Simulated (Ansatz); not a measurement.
# Re in Ansatz: the effect of functional

The system is Re.

```
CELL_PARAMETERS angstrom
2.76080 0.00000 0.00000
-1.38040 2.39092 0.00000
0.00000 0.00000 4.45820
ATOMIC_POSITIONS crystal
Re 0.66667 0.33333 0.75000
Re 0.33333 0.66667 0.25000
```

Alike in all runs:

* Program: Ansatz 0.2.0
* Task: band structure
* Potentials or basis: Ansatz PAW
* k mesh: 6 × 6 × 4
* Occupations: fermi-dirac, width 0.05 eV
* Spin: no spin polarisation

| functional | cutoff | pressure (GPa) |
| --- | --- | --- |
| LDA | 420 eV (not typed: the program's choice for these potentials) | -9.4 |
| PBE | 420 eV (not typed: the program's choice for these potentials) | 6.5 |
| PBEsol | 420 eV (not typed: the program's choice for these potentials) | -3.7 |
| RPBE | 420 eV (not typed: the program's choice for these potentials) | 10.4 |
| revPBE | 420 eV (not typed: the program's choice for these potentials) | ? |
| BLYP | 420 eV (not typed: the program's choice for these potentials) | 20.5 |
| r2SCAN | 500 eV (not typed: the program's choice for these potentials) | -0.1 |

**Question.** What does the run with functional revPBE give?

**Answer.** Pressure 9.3 GPa.

Caveats: all runs use coarse meshes; the PAW data sets come from PBE, with cores solved anew for the run's functional, which leaves a small shift of forces and pressure (some runs).
